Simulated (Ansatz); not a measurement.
**BN: a line through an energy map**

The task here is to estimate one member of a computed series from the others.

Program: Ansatz 0.2.0. Level of theory: DFT PBE, scalar-relativistic, plane waves, PAW. These are calculated values, not measurements.

18 further runs of the same task are left out: 18 set aside as unsound or not needed.

## The structure to begin with

Symmetry: F-43m, No. 216, cubic system. The conventional cell has a = 3.624 Å, b = 3.624 Å, c = 3.624 Å, α = 90.00°, β = 90.00°, γ = 90.00°. B (site symmetry -43m) is surrounded by 4 N at 1.57 Å. N (site symmetry -43m) is surrounded by 4 B at 1.57 Å.

Coordinates:

```cif
data_structure
_symmetry_space_group_name_H-M 'F-43m'
_symmetry_Int_Tables_number 216
_cell_length_a 3.6242
_cell_length_b 3.6242
_cell_length_c 3.6242
_cell_angle_alpha 90.000
_cell_angle_beta 90.000
_cell_angle_gamma 90.000
_cell_volume 47.60
loop_
_atom_site_label
_atom_site_type_symbol
_atom_site_symmetry_multiplicity
_atom_site_Wyckoff_symbol
_atom_site_fract_x
_atom_site_fract_y
_atom_site_fract_z
_atom_site_occupancy
B1 B 4 a 0.00000 0.00000 0.00000 1
N1 N 4 c 0.25000 0.25000 0.25000 1
```

It goes back to an entry of the Materials Project.

It is the result of an earlier relaxation at this level (volume 5.95 Å³/atom; gap on the mesh: 4.46 eV).

## The scan

The energy is mapped over volume and the cell's shape.

First coordinate, volume per atom: 7 values from 5.236 to 6.664 Å³. Second coordinate, length along [111] over the lengths across it, relative to the cubic cell: 7 values from 0.886 to 1.128.

Nothing else is relaxed (fractional coordinates fixed). Energies count from the relaxed crystal. Points are written as (first, second).

The first run:

input.yaml

```yaml
crystal:
  lattice:
    - [0.0, 1.7364670464, 1.7364670464]
    - [1.7364670464, 0.0, 1.7364670464]
    - [1.7364670464, 1.7364670464, 0.0]
  atoms:
    - { symbol: B, position: [0.0, 0.0, 0.0] }
    - { symbol: "N", position: [0.75, 0.75, 0.75] }
basis:
  ecutwfc: 520.0
kpoints:
  mp_grid: { grid: [12, 12, 12] }
hamiltonian:
  xc: pbe
  pseudopotentials: { kind: paw, azcp: { folder: soft_1 } }
scf:
  occupations: { method: gaussian, width: 0.05 }
output:
  forces: true
  stress: true
  eigenvalues: true
```

Launch:

```sh
$ ansatz run input.yaml --threads 1 --pin off --max-ram 2048MiB --backend cpu --events-out ev --progress --plain --runs-dir out
```

Among the steps run: Grid point (5.236 Å³, 1.000); The run at (5.474 Å³, 1.000); The run at (5.712 Å³, 1.000); Grid point (6.188 Å³, 1.000); Grid point (6.426 Å³, 1.000).

One of the session's tables, all rows but one given; the rest of the session is left out.

It belongs to the step «The line in numbers». 

```
volume per atom (Å³)  energy (meV/atom)  slope (meV/atom per Å³)  pressure (GPa)  band gap on the k-mesh (eV)
               5.236                121                     −374              60                         4.59
               5.474                 50                     −225              36                         4.54
               5.712                  ?                        ?               ?                            ?
               5.950                  0                        0               0                         4.46
               6.188                 10                       84             −14                         4.41
               6.426                 39                      155             −25                         4.37
               6.664                 83                      213             −34                         4.32
```

Q: Estimate the row for volume per atom (Å³) = 5.712 from the others.

Worked estimate for «energy (meV/atom)». A straight line through the neighbours (5.474, 50) and (5.950, 0) gives 50 + (0 − 50) × (5.712 − 5.474) / (5.950 − 5.474) = 25; a parabola fitted to 4 rows on both sides gives 11.

The run gave: energy (meV/atom): 12; slope (meV/atom per Å³): −102; pressure (GPa): 16; band gap on the k-mesh (eV): 4.50. In «energy (meV/atom)» the line misses by +13 and the parabola by -1.

Energies count from the relaxed crystal. Rows without a step come from runs not printed here or follow by symmetry.

V·d²E/dV² there is about 370 GPa, a bulk modulus under this line's constraint. The well is lopsided: two grid steps out, the energy rises by 50 meV/atom towards smaller values and 39 meV/atom towards larger ones. The highest point computed, at 5.236 Å³, lies 121 meV/atom above the lowest.
